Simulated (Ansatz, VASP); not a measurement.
## Cross-check of AlN (AlN (P6_3mc)) between VASP and Ansatz

Wanted: the spread between two codes on one cell, functional and k mesh. The cell is taken from a series of runs on this material, whose earlier steps may have relaxed, scaled, displaced or heated it; both programs get it as it stands.

Calculated with Ansatz 0.2.0; plane waves, with VASP 6.6.1 beside it; relaxation of cell and atoms at PBEsol.

## Step 1: Set-up

It takes space group P6_3mc (No. 186, hexagonal). Conventional cell: a = 3.114 Å, b = 3.114 Å, c = 4.984 Å, α = 90.00°, β = 90.00°, γ = 120.00°. Nearest to Al lie 4 N at 1.89 to 1.90 Å. Nearest to N lie 4 Al at 1.89 to 1.90 Å. Farther neighbours and most contacts between anions are not listed.

Coordinates:

```
Al N
1.0
     3.11382    0.00000    0.00000
    -1.55691    2.69664    0.00000
     0.00000    0.00000    4.98353
Al N
2 2
Direct
  0.66667 0.33333 0.49700
  0.33333 0.66667 0.99700
  0.33333 0.66667 0.37900
  0.66667 0.33333 0.87900
```

## Step 2: Ansatz: relaxation of cell and atoms, PBEsol

Ansatz runs on its default PAW (the set named soft_2) files.

The relaxed volume is the usual yardstick between codes: in a stiff, nearly cubic crystal its relative difference is about their pressure difference at one cell divided by the bulk modulus.

Contents of input.yaml:

```yaml
crystal:
  lattice:
    - [3.113816, 0.0, 0.0]
    - [-1.556908, 2.6966437, 0.0]
    - [0.0, 0.0, 4.9835286]
  atoms:
    - { symbol: Al, position: [0.66666667, 0.33333333, 0.4969995] }
    - { symbol: Al, position: [0.33333333, 0.66666667, 0.9969995] }
    - { symbol: "N", position: [0.33333333, 0.66666667, 0.3790005] }
    - { symbol: "N", position: [0.66666667, 0.33333333, 0.8790005] }
basis:
  ecutwfc: 420
  xc_grid: 2
hamiltonian:
  xc: pbesol
kpoints:
  mp_grid: { grid: [10, 10, 6] }
scf:
  occupations: { method: fixed }
  max_iter: 100
relax:
  f_tol: 0.005
  max_steps: 60
  cell: {}
output:
  forces: true
  stress: true
checkpoint:
  write: "../cell.run"
  compress: false
  write_wavefunctions: false
  write_every: 100000
```

Command:

```
$ ansatz run input.yaml --threads 4 --pin off --max-ram 7536MiB --backend cpu --events-out ev --progress --plain --runs-dir out
```

Numbers of over 12 decimals in the logs are rounded to 6 here.

Output:

```text
Engine: ansatz 0.2.0, aarch64-unknown-linux-gnu
Pseudopotentials: kind: paw
Pseudopotential: Al, paw, valence charge 3, recommended cutoff 420 eV (normal), Al.paw.azcp
Pseudopotential: N, paw, valence charge 5, recommended cutoff 420 eV (normal), N.paw.azcp
Functional definition: PBEsol
  exchange = pbesol_x
  correlation = pbesol_c
Crystal: 4 atoms, lattice volume = 41.846 Å³
Basis set: ecut = 420 eV, 809 PW (Γ), exchange–correlation on 48×48×72 points (8 copies of the dense FFT grid, shifted against one another)
Bands: 12, of which v1, the nominal top of the filled ones, is band 8 counted from 1 (7 counted from 0)
Symmetry: 12 space group operations
Space group: P63mc (ITA 186), of the structure as read, at distance tolerance 3.5e-5 Å
k-points: 56 of 600 (time reversal used)
Non-local potential: Al, projectors of the file, l = 0: 2, l = 1: 2, l = 2: 1
Non-local potential: N, projectors of the file, l = 0: 2, l = 1: 2, l = 2: 1
PAW form: soft (Blöchl's): semilocal exchange-correlation on the pseudo side does not see the compensation charge
PAW frozen core: Al, regenerated for the run's functional, and the local potential with it (the file was generated under x = pbe(κ = 0.804, μ = 0.219515), c = pbe(β = 0.066725))
PAW frozen core: N, regenerated for the run's functional, and the local potential with it (the file was generated under x = pbe(κ = 0.804, μ = 0.219515), c = pbe(β = 0.066725))
PAW one-centre angular grid: Al, 110 points (default); XC on 64 Gauss nodes
PAW one-centre angular grid: N, 110 points (default); XC on 64 Gauss nodes
Initial density: superposition of atomic densities (neutral atoms: chi_scale 0, normalization atom), corrected by the library's trained network
Initial wavefunctions: pseudopotential atomic-orbital guess
Functional: x = pbesol(κ = 0.804, μ = 0.123457), c = pbesol(β = 0.046)
SCF iter   1: F=—  HF=-1811.930601 eV  |F-HF|=—  |Δ(HF+E_count)|=         —  Δρ=1.04e-2  dr2=4.80e-2  ethr=1.77e-3  ⟨swp⟩=4.9  Hψ=3722  notcnv=0  defer=101
preconditioner: auto → none  [insulator: Δε(μ)=4.015 eV  Ē_g=12.944 eV  n_scr=2 (ndim 8)  ℏωp=23.0 eV  f_vac=0.000  ε∞_Penn≈4.1]
SCF iter   2: F=—  HF=-1811.918715 eV  |F-HF|=—  |Δ(HF+E_count)|=   1.19e-2  Δρ=4.40e-3  dr2=6.21e-3  ethr=3.00e-4  ⟨swp⟩=2.6  Hψ=1600  notcnv=0  defer=112
SCF iter   3: F=—  HF=-1811.916783 eV  |F-HF|=—  |Δ(HF+E_count)|=   1.93e-3  Δρ=6.25e-4  dr2=8.72e-5  ethr=3.88e-5  ⟨swp⟩=2.1  Hψ=1125  notcnv=0  defer=112
SCF iter   4: F=—  HF=-1811.916663 eV  |F-HF|=—  |Δ(HF+E_count)|=   1.19e-4  Δρ=6.17e-5  dr2=5.84e-7  ethr=5.45e-7  ⟨swp⟩=2.2  Hψ=1107  notcnv=0  defer=54
iter 5 did not close the SCF: its close was put off for the readings that it lacked (scf_convergence_deferred on its scf_iter line)
SCF iter   5: F=-1811.916664 eV  HF=-1811.916663 eV  |F-HF|=5.48e-9  |Δ(HF+E_count)|=   2.20e-7  Δρ=8.54e-6  dr2=1.18e-8  ethr=3.65e-9  ⟨swp⟩=2.0  Hψ=1106  notcnv=0  defer=54
SCF iter   6: F=-1811.916664 eV  HF=-1811.916664 eV  |F-HF|=4.05e-11  |Δ(HF+E_count)|=   6.23e-9  Δρ=7.68e-7  dr2=9.69e-11  ethr=7.39e-11  ⟨swp⟩=1.3  Hψ=2022  notcnv=0
SCF 1 converged in 6 iterations: F = -1811.916664 eV  dr2 = 9.69e-11
  greatest PAW one-centre occupation: 0.785 electrons in one spin orbital (limit 2), on the N atom at site 3 (counted from 0), in its partial waves of l = 0
relax step   1: F+E_penalty+E_count = -1811.91666350 eV  Δ(F+E_penalty+E_count) = +0.000e0 eV  max|allowed force component| = 8.445e-4 eV/Å  Δτ_max = 0.0000 Å  P = -0.001 GPa  Ω = 41.846 Å³  (6 SCF iters, dr2 threshold 1.00e-7 eV, accepted)
Initial density: handed on by an earlier stage of this run
Initial wavefunctions: pseudopotential atomic-orbital guess (no wavefunctions were taken with the density)
iter 1 solved again at ethr=3.88e-9 eV; its pass at ethr=3.10e-3 eV (dr2=6.21e-7 eV) is discarded
SCF iter   1: F=—  HF=-1811.916789 eV  |F-HF|=—  |Δ(HF+E_count)|=         —  Δρ=5.00e-6  dr2=5.18e-9  ethr=3.88e-9  ⟨swp⟩=3.1  Hψ=5778  notcnv=0  defer=112
preconditioner: auto → none  [insulator: Δε(μ)=4.094 eV  Ē_g=13.014 eV  n_scr=2 (ndim 8)  ℏωp=23.0 eV  f_vac=0.000  ε∞_Penn≈4.1]
SCF iter   2: F=—  HF=-1811.916664 eV  |F-HF|=—  |Δ(HF+E_count)|=   1.26e-4  Δρ=3.27e-6  dr2=3.11e-9  ethr=3.24e-11  ⟨swp⟩=3.3  Hψ=1415  notcnv=0  defer=112
SCF iter   3: F=—  HF=-1811.916664 eV  |F-HF|=—  |Δ(HF+E_count)|=  5.15e-10  Δρ=1.80e-6  dr2=7.13e-10  ethr=1.94e-11  ⟨swp⟩=2.0  Hψ=1011  notcnv=0  defer=112
SCF iter   4: F=—  HF=-1811.916664 eV  |F-HF|=—  |Δ(HF+E_count)|=  3.64e-12  Δρ=1.31e-6  dr2=3.60e-10  ethr=4.46e-12  ⟨swp⟩=1.0  Hψ=672  notcnv=0  defer=112
SCF iter   5: F=-1811.916664 eV  HF=-1811.916664 eV  |F-HF|=0.00e0  |Δ(HF+E_count)|=  2.77e-11  Δρ=6.92e-8  dr2=5.98e-13  ethr=1.00e-12  ⟨swp⟩=2.1  Hψ=2482  notcnv=0
SCF 2 converged in 5 iterations: F = -1811.916664 eV  dr2 = 5.98e-13
relax step   2: F+E_penalty+E_count = -1811.91666350 eV  Δ(F+E_penalty+E_count) = -1.751e-11 eV  max|allowed force component| = 8.400e-4 eV/Å  Δτ_max = 0.0000 Å  P = -0.001 GPa  Ω = 41.846 Å³  stress off target by 5.95e-3 GPa  SCF on the basis re-selected at this cell (its energy is not comparable with the rows above)  (5 SCF iters)
basis re-selected at this cell: Δ(F+E_penalty+E_count) = -1.751e-11 eV, ΔP = +0.000 GPa vs the last step (what re-selecting the basis moved, of the pressure what is left beyond the Pulay correction that the steps carried, after the strain that the cell walked since its last selection, with what the two solves' SCF thresholds leave and, on support functions, any second-order correction that the steps lacked; it is no  [...]
SCF converged after 5 iterations
Free energy (F): -1811.916664 eV
Harris-Foulkes:  -1811.916664 eV  (|F-HF|=0.00e0)
Internal energy: -1811.916664 eV  (E = F + TS)
E sigma→0 (E₀):  -1811.916664 eV
Fermi energy:    7.041046 eV
--- Per-component energies (eV) ---
  E_band       = 28.520487
  E_kinetic    = 317.497472
  E_local      = -446.175311  (includes V_loc(G=0)·N_el)
  E_nonlocal   = 111.267593
  E_hartree    = 153.723200
  E_xc         = -201.378773
  E_vxc        = -214.926638  (∫ρ·V_xc dr)
  E_paw        = -1155.478967  (= ΣΔE_a)
  E_vpaw       = -46.589213  (= ΣTr[D̂ρ^β])
  E_aug_tail   = 0.000188  (compensation charges beyond the density's cutoff)
  E_ewald      = -591.466540
  E_core_change = 0.094476  (= ΣΔE_core)
  E_smearing   = -0.000000  (= −TS)
  E_closure    = -0.000000  (closes the sum)
  Σ components = -1811.916664   (vs F -1811.916664, Δ=0.00e0)
--- Forces (eV/Å), atoms counted from 1 ---
  atom   1  Al     0.00000000    -0.00000000     0.00084269
  atom   2  Al     0.00000000     0.00000000     0.00084269
  atom   3  N     -0.00000000    -0.00000000    -0.00083727
  atom   4  N      0.00000000     0.00000000    -0.00083727
  max |Σ_I F_I| component: 1.09e-5 eV/Å
--- Stress (GPa, compression-positive) ---
        0.001200       0.000000      -0.000000
        0.000000       0.001200       0.000000
       -0.000000       0.000000      -0.005952
  P = ⅓ Tr σ = -0.0012 GPa (-0.012 kbar)
--- Relaxed structure (1 steps of the walk, 1 accepted, 1 SCFs on fresh bases) ---
  F+E_penalty+E_count = -1811.91666350 eV   max|allowed force component| = 8.400e-4 eV/Å   (the final SCF, on the basis selected at the relaxed cell)
  cell:  # Å, volume = 41.8460 Å³
    - [3.113816, 0.0, 0.0]
    - [-1.556908, 2.696644, 0.0]
    - [0.0, 0.0, 4.9835286]
  atoms:
    - { symbol: Al, position: [0.666667, 0.333333, 0.4969995] }
    - { symbol: Al, position: [0.333333, 0.666667, 0.996999] }
    - { symbol: N, position: [0.333333, 0.666667, 0.3790005] }
    - { symbol: N, position: [0.666667, 0.333333, 0.879000] }
```

## Step 3: VASP: relaxation of cell and atoms, PBEsol

The same cell, functional and mesh now go to VASP, with its own data sets.

Lines of VASP's logs that name or quote its potential files are left out, and so is its time.

Contents of INCAR:

```
SYSTEM = AlN
PREC = Accurate
ENCUT = 600
EDIFF = 1E-07
NELM = 120
ISMEAR = 0
SIGMA = 0.01
LREAL = .FALSE.
ALGO = Normal
GGA = PS
NBANDS = 14
LORBIT = 11
LWAVE = .FALSE.
LCHARG = .FALSE.
ISIF = 3
IBRION = 2
NSW = 80
EDIFFG = -0.005
LASPH = .TRUE.
GGA_COMPAT = .FALSE.
NELMIN = 4
EFERMI = MIDGAP
```

Contents of POSCAR:

```
AlN
1.0
    3.1138160000      0.0000000000      0.0000000000
   -1.5569080000      2.6966440000      0.0000000000
    0.0000000000      0.0000000000      4.9835290000
Al N
2 2
Direct
    0.6666666049      0.3333332097      0.4969994155
    0.3333332097      0.6666664194      0.9969995158
    0.3333332097      0.6666664194      0.3790005035
    0.6666666049      0.3333332097      0.8790004031
```

Contents of KPOINTS:

```
Automatic mesh
0
Gamma
10 10 6
0 0 0
```

Potentials, in the order of the species: Al and N (PBE family, release 64).

Command:

```
$ mpirun -np 1 vasp_std
```

Output:

```text
[banner, memory and clock lines left out]
running    1 mpi-ranks, on    1 nodes
 distrk:  each k-point on    1 cores,    1 groups
 distr:  one band on    1 cores,    1 groups

 POSCAR found type information on POSCAR AlN
 POSCAR found :  2 types and       4 ions
|                                                                             |
|               ----> ADVICE to this user running VASP <----                  |
|                                                                             |
|     You enforced a specific xc type in the INCAR file but a different       |
|     [... a line on the potential file left out ...]
|     I HOPE YOU KNOW WHAT YOU ARE DOING!                                     |
|                                                                             |

 LDA part: xc-table for (Slater+PW92), standard interpolation
 POSCAR, INCAR and KPOINTS ok, starting setup
 FFT: planning ... GRIDC
 FFT: planning ... GRID_SOFT
 FFT: planning ... GRID
 WAVECAR not read
 entering main loop
       N       E                     dE             d eps       ncg     rms          rms(c)
DAV:   1     0.497331916529E+02    0.49733E+02   -0.80421E+03  1568   0.115E+03
DAV:   2    -0.314526419618E+02   -0.81186E+02   -0.74365E+02  2170   0.224E+02
DAV:   3    -0.357303043905E+02   -0.42777E+01   -0.42600E+01  2132   0.545E+01
DAV:   4    -0.357615641302E+02   -0.31260E-01   -0.31254E-01  1772   0.512E+00
DAV:   5    -0.357619563028E+02   -0.39217E-03   -0.39215E-03  2120   0.575E-01    0.117E+01
DAV:   6    -0.313592702176E+02    0.44027E+01   -0.11943E+01  2006   0.268E+01    0.420E+00
DAV:   7    -0.313528508751E+02    0.64193E-02   -0.74386E-01  1754   0.618E+00    0.286E+00
DAV:   8    -0.313215242245E+02    0.31327E-01   -0.87543E-02  1946   0.284E+00    0.537E-01
DAV:   9    -0.313154216284E+02    0.61026E-02   -0.19756E-02  2096   0.107E+00    0.248E-01
DAV:  10    -0.313158113480E+02   -0.38972E-03   -0.17827E-03  1844   0.306E-01    0.162E-01
DAV:  11    -0.313157129282E+02    0.98420E-04   -0.19721E-04  2030   0.112E-01    0.343E-02
DAV:  12    -0.313157119260E+02    0.10023E-05   -0.76021E-06  1940   0.254E-02    0.557E-03
DAV:  13    -0.313157116206E+02    0.30532E-06   -0.38141E-06  2114   0.156E-02    0.451E-03
DAV:  14    -0.313157116375E+02   -0.16871E-07   -0.27996E-07  1790   0.443E-03
   1 F= -.31315712E+02 E0= -.31315712E+02  d E =-.313157E+02
 curvature:   0.00 expect dE= 0.000E+00 dE for cont linesearch  0.000E+00
 trial: gam= 0.00000 g(F)=  0.707E-07 g(S)=  0.581E-04 ort = 0.000E+00 (trialstep = 0.100E+01)
 search vector abs. value=  0.581E-04
 bond charge predicted
       N       E                     dE             d eps       ncg     rms          rms(c)
DAV:   1    -0.313158112450E+02   -0.99624E-04   -0.19143E-03  1874   0.374E-01    0.659E-02
DAV:   2    -0.313157172373E+02    0.94008E-04   -0.26182E-04  1862   0.125E-01    0.156E-02
DAV:   3    -0.313157170226E+02    0.21461E-06   -0.16446E-05  1904   0.336E-02    0.553E-03
DAV:   4    -0.313157167591E+02    0.26356E-06   -0.43511E-07  1988   0.580E-03    0.304E-03
DAV:   5    -0.313157168689E+02   -0.10984E-06   -0.10212E-07  1288   0.264E-03    0.926E-04
DAV:   6    -0.313157169090E+02   -0.40122E-07   -0.86488E-09  1066   0.837E-04
   2 F= -.31315717E+02 E0= -.31315717E+02  d E =-.527153E-05
 trial-energy change:   -0.000005  1 .order   -0.000003   -0.000058    0.000052
 step:   0.5573(harm=  0.5284)  dis= 0.00002  next Energy=   -31.315728 (dE=-0.166E-04)
 bond charge predicted
       N       E                     dE             d eps       ncg     rms          rms(c)
DAV:   1    -0.313157477391E+02   -0.30870E-04   -0.37210E-04  1850   0.165E-01    0.292E-02
DAV:   2    -0.313157290050E+02    0.18734E-04   -0.51319E-05  1874   0.552E-02    0.696E-03
DAV:   3    -0.313157287018E+02    0.30319E-06   -0.32189E-06  1892   0.149E-02    0.249E-03
DAV:   4    -0.313157284787E+02    0.22305E-06   -0.78050E-08  1366   0.258E-03    0.132E-03
DAV:   5    -0.313157283331E+02    0.14561E-06   -0.20497E-08   964   0.143E-03    0.420E-04
DAV:   6    -0.313157283204E+02    0.12682E-07   -0.22275E-09   958   0.456E-04
   3 F= -.31315728E+02 E0= -.31315728E+02  d E =-.166829E-04
 curvature:  -0.26 expect dE=-0.261E-07 dE for cont linesearch -0.202E-07
 trial: gam= 0.00000 g(F)=  0.134E-08 g(S)=  0.977E-07 ort =-0.211E-05 (trialstep = 0.911E+00)
 search vector abs. value=  0.992E-07
 reached required accuracy - stopping structural energy minimisation
```

From OUTCAR (step 3):

```text
ion  position               nearest neighbor table
   1  0.667  0.333  0.497-   3 1.89   3 1.89   3 1.89   4 1.90   2 3.07   2 3.07   2 3.07   2 3.07
                             2 3.07   2 3.07
   2  0.333  0.667  0.997-   4 1.89   4 1.89   4 1.89   3 1.90   1 3.07   1 3.07   1 3.07   1 3.07
                             1 3.07   1 3.07
   3  0.333  0.667  0.379-   1 1.89   1 1.89   1 1.89   2 1.90
   4  0.667  0.333  0.879-   2 1.89   2 1.89   2 1.89   1 1.90

  LATTYP: Found a hexagonal cell.
 ALAT       =     3.1138160000
 C/A-ratio  =     1.6004571240

 Subroutine GETGRP returns: Found 12 space group operations
 (whereof  6 operations were pure point group operations)

The static configuration has the point symmetry C_3v.
 The point group associated with its full space group is C_6v.

 Found     56 irreducible k-points:

   k-points           NKPTS =     56   k-points in BZ     NKDIM =     56   number of bands    NBANDS=     14

   dimension x,y,z NGX =    28 NGY =   28 NGZ =   40
   dimension x,y,z NGXF=    56 NGYF=   56 NGZF=   80

   ENCUT  =  600.0 eV  44.10 Ry    6.64 a.u.   6.22  6.22  9.95*2*pi/ulx,y,z

   NELECT =      16.0000    total number of electrons

 k-points in reciprocal lattice and weights: Automatic mesh
   0.00000000  0.00000000  0.00000000       0.002
   0.10000000 -0.00000000  0.00000000       0.010
   0.20000000 -0.00000000  0.00000000       0.010
   0.30000000 -0.00000000  0.00000000       0.010
   0.40000000 -0.00000000  0.00000000       0.010
   0.50000000 -0.00000000  0.00000000       0.005
   0.10000000  0.10000000  0.00000000       0.010
   0.20000000  0.10000000  0.00000000       0.020
   0.30000000  0.10000000  0.00000000       0.020
[...]
0.40000000  0.20000000  0.50000000       0.010
   0.30000000  0.30000000  0.50000000       0.010

 average (electrostatic) potential at core
       1 -71.3807       2 -71.3807       3 -60.0091       4 -60.0091

 E-fermi :   8.1174

 k-point     1 :       0.0000    0.0000    0.0000
  band No.  band energies     occupation
    ...
      4       5.1793      2.00000
      5       5.1793      2.00000
      6       5.8338      2.00000
      7       5.8338      2.00000
      8       6.0583      2.00000
      9      10.1765      0.00000
     10      12.6114      0.00000
     11      16.5564      0.00000
     12      17.0818      0.00000
     13      17.0818      0.00000
    ...

 k-point     2 :       0.1000   -0.0000    0.0000
  band No.  band energies     occupation
    ...
      4       4.5921      2.00000
      5       5.0139      2.00000
      6       5.2609      2.00000
      7       5.8135      2.00000
      8       6.0012      2.00000
      9      10.7549      0.00000
     10      13.1219      0.00000
     11      16.0211      0.00000
     12      16.2701      0.00000
     13      17.4496      0.00000
    ...

 k-point     3 :       0.2000   -0.0000    0.0000
  band No.  band energies     occupation
    ...
      4       3.2719      2.00000
      5       4.1478      2.00000
      6       4.6555      2.00000
      7       5.7106      2.00000
      8       5.7944      2.00000
      9      11.7823      0.00000
     10      13.7617      0.00000
     11      14.6153      0.00000
     12      15.6847      0.00000
     13      17.9089      0.00000
    ...

  Total        0.0019987      0.0019987      0.0003343      0.0000000      0.0000000     -0.0000000
  in kB        0.0765887      0.0765887      0.0128081      0.0000000      0.0000000     -0.0000000
  external PRESSURE =       0.0553285 kB  Pullay stress =       0.0000000 kB

  energy-cutoff  :      600.00
  volume of cell :       41.81
      direct lattice vectors                 reciprocal lattice vectors
     3.112973678  0.000000000  0.000000000     0.321236253  0.185465821  0.000000000
    -1.556486839  2.695914528  0.000000000     0.000000000  0.370931641  0.000000000
     0.000000000  0.000000000  4.982199511     0.000000000  0.000000000  0.200714563

 POSITION                                       TOTAL-FORCE (eV/Angst)
 -----------------------------------------------------------------------------------
      1.55649      0.89864      2.47617        -0.000000     -0.000000     -0.000083
      0.00000      1.79728      4.96727        -0.000000     -0.000000     -0.000083
      0.00000      1.79728      1.88824         0.000000     -0.000000      0.000083
      1.55649      0.89864      4.37934        -0.000000      0.000000      0.000083
 -----------------------------------------------------------------------------------
    total drift:                               -0.000000      0.000471      0.000273

  FREE ENERGIE OF THE ION-ELECTRON SYSTEM (eV)
  ---------------------------------------------------
  free  energy   TOTEN  =       -31.3157283204 eV

  energy  without entropy=      -31.3157283204  energy(sigma->0) =      -31.31572832

 reached required accuracy - stopping structural energy minimisation

 total charge
# of ion       s       p       d       tot
------------------------------------------
    1        0.369   0.442   0.000   0.811
    2        0.369   0.442   0.000   0.811
    3        1.214   2.618   0.000   3.833
    4        1.214   2.618   0.000   3.833
--------------------------------------------------
tot          3.166   6.120   0.000   9.286

[... 3 further parts left out ...]
```

## Step 4: Comparison

Known differences besides the potentials themselves: fixed occupations in Ansatz, narrow Gaussian smearing in VASP; the cutoff is 420 eV in Ansatz and 600 eV in VASP; Ansatz makes its cores anew for this functional, VASP keeps those of its PBE data sets; Ansatz adds a Pulay correction to the stress that steers its cell, VASP none. Total energies have different zeros and are not compared.

Both answers:

```tsv
quantity	Ansatz	VASP	difference
volume (Å³)	41.85	41.81	+0.08 %
edge a after relaxation, in the typed setting (Å)	3.114	3.113	+0.03 %
edge c after relaxation, in the typed setting (Å)	4.984	4.982	+0.03 %
```

## Step 5: Results

```
difference in volume (relaxation of cell and atoms, PBEsol) : 0.081 %
```

The difference in volume is 0.081 % (relaxation of cell and atoms, PBEsol), within the 1.2 % picked in this series as the mark of a large difference, as far as the stopping tolerances let one tell. How closely two codes agree says nothing of how well the functional describes the real material.

[Lines on the potential files, build, host, timing and source positions are cut from VASP's logs without a mark.]

[Logs are printed without paths, hosts, clocks, repeated set-up lines and the standing remarks that a program may print on its own settings, such as how far it seeks lower states.]

[Hosts, paths, dates, database ids (printed as entryN), source tags and the programs' standing remarks are cut or masked in the printed files.]
